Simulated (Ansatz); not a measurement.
Consider the isomerisation: `C1CCNC1` → `NCC1CC1`.

Program: Ansatz. Geometries: PBE0-D4/def2-TZVP. ΔE: electronic, gas phase. CBS: MP2 limit from def2 TZ/QZ plus the TZ coupled-cluster correction, frozen cores. DFT in def2-TZVPP. B3LYP here is the variant with VWN-RPA as its local correlation; programs differ in this. One conformer a species, not always the lowest.

`C1CCNC1`:

Z-matrix (Å, degrees):
```
C
C 1 1.540
C 1 1.542 2 104.1
H 1 1.093 2 110.6 3 -119.0
H 1 1.092 2 111.9 3 121.8
N 2 1.457 1 107.0 3 21.9
H 2 1.096 1 110.0 3 -95.3
H 2 1.091 1 113.5 3 144.5
C 3 1.540 1 104.1 2 0.4
H 3 1.093 1 110.7 2 -118.4
H 3 1.092 1 112.5 2 121.9
H 6 1.014 2 109.0 1 79.5
H 9 1.096 3 110.0 1 94.5
H 9 1.091 3 113.5 1 -145.2
```

`NCC1CC1`:

Cartesian coordinates in Å:
```
N -2.134 0.108 -0.419
C -0.890 -0.642 -0.447
C 0.179 -0.178 0.508
C 1.051 0.980 0.127
C 1.622 -0.406 0.184
H -1.944 1.095 -0.551
H -2.575 0.021 0.489
H -1.126 -1.694 -0.256
H -0.490 -0.603 -1.467
H -0.092 -0.244 1.559
H 0.900 1.420 -0.853
H 1.344 1.686 0.893
H 2.303 -0.648 0.990
H 1.851 -0.895 -0.756
```

```
         level  ΔE (kcal/mol)
       PBE0-D4           15.0
      B3LYP-D4           14.8
       ωB97M-V           14.8
        B2PLYP           14.5
           PBE           13.7
        r2SCAN           14.0
MP2/def2-TZVPP           14.7
MP2/def2-QZVPP           14.6
```

Q: What does CCSD(T)/CBS give? (Best estimate.)

A: Ansatz gave: +15.6 kcal/mol. The listed levels differ from it by -0.6, -0.8, -0.8, -1.1, -1.9, -1.6, -0.9, -1.0 kcal/mol.

Largest T1 diagnostic among the species: 0.009.

From PBE to PBE0 (25 % exact exchange), in def2-TZVPP and without D4, ΔE moves by +0.9 kcal/mol. The D4 term adds +1.0 kcal/mol with B3LYP and +0.5 kcal/mol with PBE0; it sums over pairs of atoms, weighted by their polarisabilities, and B3LYP, whose exchange is more repulsive, gets the larger term.

CCSD(T)/CBS has its own doubt, a few kJ/mol and more with outer-core shells, so smaller differences from it don't rank the levels.
